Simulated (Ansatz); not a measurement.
# WS2: one atom moved along a line

Level of theory: Ansatz, DFT LDA, scalar-relativistic, plane waves, PAW. Settings: plane waves to 420 eV, k-mesh 12×12×4 (Γ-centred), Gaussian smearing 0.05 eV. Spin–orbit coupling is left out, which matters for the heavy elements here. No spin polarisation. Energies are free energies at this smearing, counted from the undisturbed cell; pressure is positive in compression.

Zero of the scan (as given, not relaxed at this level; it stands at -11.5 GPa):

```
W S
1.0
     3.18000    0.00000    0.00000
    -1.59000    2.75396    0.00000
     0.00000    0.00000   12.50000
W S
2 4
Direct
  0.33333 0.66667 0.25000
  0.66667 0.33333 0.75000
  0.33333 0.66667 0.62000
  0.66667 0.33333 0.12000
  0.33333 0.66667 0.88000
  0.66667 0.33333 0.38000
```

The cell holds layers and no dispersion correction was added, so their binding is poorly described.

Atom 3 (S) is moved by x along the Cartesian unit vector (-0.500, -0.866, 0.000); the cell and all other atoms stay fixed. At -11 GPa the given cell is far from its own equilibrium, so these figures belong to a strongly strained crystal.

| x (Å) | ΔE (meV/cell) | force along x on the moved atoms (eV/Å) | pressure (GPa) | gap on the mesh (eV) |
| --- | --- | --- | --- | --- |
| -0.6000 | 1441.3 | 4.33 | ? | ? |
| -0.3000 | 380.8 | 2.51 | -10.1 | 0.87 |
| 0.0000 | 0.0 | 0.00 | -11.5 | 0.92 |
| 0.0750 | ? | ? | -11.4 | 0.91 |
| 0.1500 | 96.1 | -1.28 | -11.1 | 0.89 |
| 0.2250 | 215.4 | -1.90 | -10.7 | 0.88 |
| 0.3750 | 590.4 | -3.08 | -9.4 | 0.86 |
| 0.4500 | 840.8 | -3.59 | -8.6 | 0.83 |
| 0.5250 | 1127.0 | -4.02 | -7.6 | 0.58 |

By symmetry 0.6000 repeats -0.6000, -0.4500 repeats 0.4500, 0.3000 repeats -0.3000, -0.1500 repeats 0.1500 in energy; the slope of the energy along the path changes sign there.

Give the withheld values.

pressure (GPa) at x (Å) = -0.6000: -6.4; gap on the mesh (eV) at x (Å) = -0.6000: 0.35; ΔE (meV/cell) at x (Å) = 0.0750: 24.1; force along x on the moved atoms (eV/Å) at x (Å) = 0.0750: -0.64.

Cost: 9 runs of about 13 core-minutes in all, on Arm Neoverse V1 (shared hosts).